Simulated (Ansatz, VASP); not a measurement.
Two plane-wave programs on In

```
In
1.0
     3.26739    0.00000    0.00000
    -1.63370    2.82965    0.00000
     0.00000    0.00000    5.39668
In
2
Direct
  0.66667 0.33333 0.75000
  0.33333 0.66667 0.25000
```

This isn't the form of In at room conditions, which is tetragonal.

Alike in both runs: task single point; functional LDA; k mesh 9 × 9 × 5; occupations fermi-dirac, width 0.05 eV; no spin polarisation.

|  | VASP | Ansatz |
| --- | --- | --- |
| version | VASP 6.6.1 | Ansatz 0.2.0 |
| potentials or method | VASP PAW LDA potentials, release 64 (In_d) | Ansatz PAW |
| plane-wave cutoff (eV) | 520 | 420 |
| valence electrons in the cell | 26 | 26 |

Ansatz gave:

| Quantity | Value |
| --- | --- |
| gap on the k mesh at the Fermi level (eV) | none |
| pressure (GPa) | -0.5 |
| largest component of the traceless stress (GPa) | 0.42 |

Question: Estimate VASP's values.

Answer: gap on the k mesh at the Fermi level (eV): none; pressure (GPa): -0.5; largest component of the traceless stress (GPa): 0.46.

A gap of «none» marks a metal or a gap that the smearing closes.

Caveats: the PAW data sets come from PBE, with cores solved anew for the run's functional, which leaves a small shift of forces and pressure (Ansatz).
